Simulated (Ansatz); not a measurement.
**AlN in Ansatz: the effect of exact exchange**

The system is AlN.

```
Al N
1.0
     3.11300    0.00000    0.00000
    -1.55650    2.69594    0.00000
     0.00000    0.00000    4.98100
Al N
2 2
Direct
  0.66667 0.33333 0.50000
  0.33333 0.66667 0.00000
  0.66667 0.33333 0.88000
  0.33333 0.66667 0.38000
```

Alike in all runs:

```yaml
Program: Ansatz 0.2.0
Task: single point
Functional: HSE06 form with a typed share of exact exchange
Potentials_or_basis: Ansatz PAW
Cutoff: "420 eV (not typed: the program's choice for these potentials)"
k_mesh: 5 × 5 × 3
Occupations: fermi-dirac, width 0.05 eV
Spin: no spin polarisation
```

```tsv
exact exchange	gap on the mesh (eV)	pressure (GPa)
0.05	4.48	2.6
0.1	?	?
0.15	5.04	0.5
0.2	5.32	-0.6
```

What does the run with exact exchange 0.1 give?

gap on the mesh 4.76 eV; pressure 1.5 GPa.

Worked out: A straight line through the other rows of the gap on the mesh, of slope 5.6 eV per unit of exact exchange, gives 4.76 eV, against the run's 4.76. A straight line through the other rows of the pressure, of slope -21.3 GPa per unit of exact exchange, gives 1.5 GPa, against the run's 1.5.

Caveats: all runs use coarse meshes; odd divisions of the mesh miss points on the zone boundary, where band edges often lie, so the gap on the mesh can be too wide; the PAW data sets come from PBE, with cores solved anew for the run's functional, which leaves a small shift of forces and pressure; the thresholds are loose for stress.

